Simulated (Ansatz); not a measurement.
## Compressing TiSi

Theory: DFT r2SCAN, scalar-relativistic, plane waves, PAW in Ansatz 0.2.0. Settings: 500 eV cutoff, 10×6×10 k-mesh, Gaussian smearing of 0.10 eV, no spin polarisation.

Starting point, cell and atoms relaxed:

```xyz
8
Lattice="3.6265 0.0000 0.0000 0.0000 7.6155 0.0000 0.0000 0.0000 4.1679" Properties=species:S:1:pos:R:3 pbc="T T T"
Ti    0.0000    3.8077    0.2116
Ti    1.8132    3.8077    2.2955
Ti    1.8132    0.0000    2.2954
Ti    0.0000    0.0000    0.2115
Si    0.0000    5.7116    2.2954
Si    0.0000    1.9039    2.2954
Si    1.8132    1.9039    0.2115
Si    1.8132    5.7116    0.2115
```

Cell and atoms are relaxed at each pressure within the symmetry of the start, at zero temperature, so transitions that lower the symmetry aren't seen. The k-mesh given is that at zero pressure and may differ at others. a, b and c are the lengths of the cell vectors above.

| P (GPa) | V (Å³/atom) | V/V0 | a (Å) | b (Å) | c (Å) |
| --- | --- | --- | --- | --- | --- |
| -2 | 14.63 | 1.017 | 3.634 | 7.631 | 4.222 |
| 0 | 14.39 | 1.000 | 3.627 | 7.615 | 4.168 |
| 2 | 14.17 | 0.985 | 3.624 | 7.598 | 4.117 |
| 5 | 13.88 | 0.965 | 3.617 | 7.571 | 4.056 |
| 10 | 13.47 | 0.936 | 3.597 | 7.528 | 3.980 |
| 20 | 12.80 | 0.890 | 3.552 | 7.449 | 3.871 |

(1) What bulk modulus and pressure derivative fit these points?

(2) Which cell vector or vectors give way most up to 20 GPa?

Results:

(1) A third-order Birch–Murnaghan fit gives B0 = 128 GPa and B0' = 5.0.

(2) c: the changes are a -2.1 %, b -2.2 %, c -7.1 %.